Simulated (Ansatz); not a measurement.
Rh, DFT, PBE, all-electron PAW with datasets made for the crystal, scalar-relativistic (Ansatz 0.2.0), run on 1 thread of Intel(R) Xeon(R) Platinum 8488C (Sapphire Rapids) on a shared host.

The geometry is COD entry 9008482, unchecked; take it as a test cell. The listed cell was then made from it by scaling, straining or moving an atom.

Command: `ansatz run input.yaml --threads 1 --pin off --max-ram 3072MiB --backend cpu --events-out ev --progress --plain --runs-dir out`

```yaml
crystal:
  lattice:
    - [0.0, 1.8887875349, 1.8887875349]
    - [1.8887875349, 0.0, 1.8887875349]
    - [1.8887875349, 1.8887875349, 0.0]
  atoms:
    - { symbol: Rh, position: [0.0, 0.0, 0.0] }
kpoints:
  mp_grid: { grid: [16, 16, 16] }
scf:
  occupations: { method: fermi_dirac, width: 0.08 }
hamiltonian:
  xc: pbe
  pseudopotentials: { kind: all_electron, datasets: crystal }
output:
  forces: true
  stress: true
  eigenvalues: true
  efg: { contact_densities: true }
```

Problem. How large is the problem that the program sets up?

Solution. 145 irreducible k-points, 169 plane waves at Γ, 9 bands.

Problem. Estimate the wall time and the peak memory.

Solution. 5 s of wall time for 7 SCF iterations, with a peak of 0.43 GiB. Times on shared machines scatter by tens of per cent.

Problem. And the same cell and mesh by all-electron LAPW, asked for forces, stress, eigenvalues, on the same hardware?

Solution. 8.2 s, peak memory 0.36 GiB.
